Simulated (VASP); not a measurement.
Write the native input for VASP 6.6.1 that does the following.

```yaml
Task: single point
Functional: PBE
Dispersion: D3(BJ)
Potentials_or_basis: VASP PAW PBE potentials, release 64 (C, O, H)
Cutoff: 520 eV
k_mesh: 1 × 1 × 1
Occupations: fermi-dirac, width 0.02 eV
Spin: no spin polarisation
Dipole_correction: no
Further_INCAR_settings: LREAL = Auto; ALGO = Fast; EDIFF = 1e-06; NBANDS = 66
```

The structure of H4CO lies in POSCAR:

```
H4CO
1.0
    7.1256230000      0.0000000000      0.0000000000
    0.0000000000      7.1256230000      0.0000000000
    0.0000000000      0.0000000000      7.1256230000
C O H
6 6 24
Direct
    0.7736727020      0.7705431511      0.4256189248
    0.2179318215      0.2849715737      0.4243278097
    0.5244313374      0.3813420946      0.0363476990
    0.9563374318      0.1005245436     -0.0286711772
   -0.0237733599      0.5832612812      0.8258505958
    0.3800650133      0.8201388145      0.7447348814
    0.9754234823      0.7803949213      0.4328182953
    0.0957249633      0.4332252773      0.3680660624
    0.3780862389      0.2804526706     -0.0451048280
    0.8191143427     -0.0228471251      0.0346636357
   -0.0157740593      0.6138831650      1.0278399517
    0.5282766153      0.9513694452      0.7673293970
    0.7108711758      0.9089170168      0.3964004270
    1.0069856348      0.6481257849      0.4381932639
    0.7380547638      0.6753374407      0.3099097440
    0.7257470680      0.7214246389      0.5582108400
    0.2032383695      0.2734918757      0.5718377186
    0.0788281951      0.4423192190      0.2351794362
    0.1887273576      0.1463450985      0.3693712115
    0.3619332653      0.3097273038      0.3756022456
    0.4840980220      0.5111693392      0.1047768034
    0.4475398151      0.1830015425     -0.1225577048
    0.5770583148      0.2955250369      0.1476783153
    0.6320850822      0.4006526868     -0.0689202895
    1.0757936534      0.0819998476      0.0676432082
    0.7351637885     -0.0720358066     -0.0570336096
    1.0007124991      0.0597842462     -0.1696834087
    0.9067558023      0.2499711253     -0.0323059471
    0.0765126081      0.4797054237      0.7863873797
   -0.0582826231      0.7472188748      1.0428561825
   -0.1597895370      0.5224385292      0.7891941519
    0.0075782847      0.7196002371      0.7471346716
    0.3329533432      0.7869206664      0.8885117835
    0.5946146744      0.9513273436      0.6470171099
    0.2631348866      0.8872487360      0.6678433591
    0.4350777469      0.6945778636      0.6757023210
```

The cell was built by a generator and needn't be a form met in nature.

These files were run (other wordings do the same):

INCAR

```
PREC = Accurate
ENCUT = 520
EDIFF = 1E-6
ISMEAR = -1
SIGMA = 0.02
LREAL = Auto
LASPH = True
NELM = 80
ALGO = Fast
ISIF = 2
LWAVE = False
LCHARG = True
GGA = PE
IVDW = 12
LELF = True
LVHAR = True
NBANDS = 66
```

KPOINTS

```
Automatic mesh
0
Gamma
  1 1 1
```

Potentials or basis: VASP PAW PBE potentials, release 64 (C, O, H).

Run with:

```console
$ cat potpaw_PBE.64/C/POTCAR potpaw_PBE.64/O/POTCAR potpaw_PBE.64/H/POTCAR > POTCAR
$ mpirun -np 1 vasp_gam > vasp.out
```

Results of the run:

The pressure is 1.8 GPa. The largest force is 2.184 eV/Å and the band gap on the k mesh is 4.53 eV, direct. The dispersion energy per atom is -0.038 eV.

It took 79 s on 1 thread of AMD EPYC 7R43 64-Core Processor (Zen 3) (shared host), peak memory 0.34 GiB.
